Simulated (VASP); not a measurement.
## SH2: single point with PBE+D3(BJ)

The system is SH2, in a box.

```
CELL_PARAMETERS angstrom
12.32557 0.00000 0.00000
0.00000 12.82557 0.00000
0.00000 0.00000 13.32557
ATOMIC_POSITIONS crystal
S 0.52404 0.50828 0.45999
H 0.51025 0.42954 0.52601
H 0.46399 0.57356 0.51684
```

```yaml
Program: VASP 6.6.1
Task: single point
Functional: PBE
Dispersion: D3(BJ)
Potentials_or_basis: VASP PAW PBE potentials, release 64 (S, H)
Cutoff: 520 eV
k_mesh: 1 × 1 × 1
Occupations: gaussian, width 0.01 eV
Spin: no spin polarisation
```

* Largest force: 0.047 eV/Å
* Gap between the frontier levels: 5.37 eV
* Dispersion energy per atom: -0.007 eV

Forces in eV/Å, atoms in the order of the input:
```
S   -0.023 -0.004  0.041
H    0.004  0.028 -0.022
H    0.019 -0.024 -0.019
```

Levels at points of the mesh, in eV from the valence-band top:
| k point | band 1 | band 2 | band 3 | band 4 | band 5 | band 6 | band 7 | band 8 | band 9 |
| --- | --- | --- | --- | --- | --- | --- | --- | --- | --- |
| (0.00, 0.00, 0.00) | -12.22 | -4.64 | -2.82 | 0.00 | 5.37 | 5.63 | 6.47 | 6.78 | 6.80 |

It took 80 s on 4 MPI ranks on Intel(R) Xeon(R) Platinum 8375C CPU @ 2.90GHz (Ice Lake), with other jobs on the host, peak memory 0.52 GiB a rank.

Expect the measured gap to be larger: semilocal functionals such as PBE lack the derivative discontinuity.
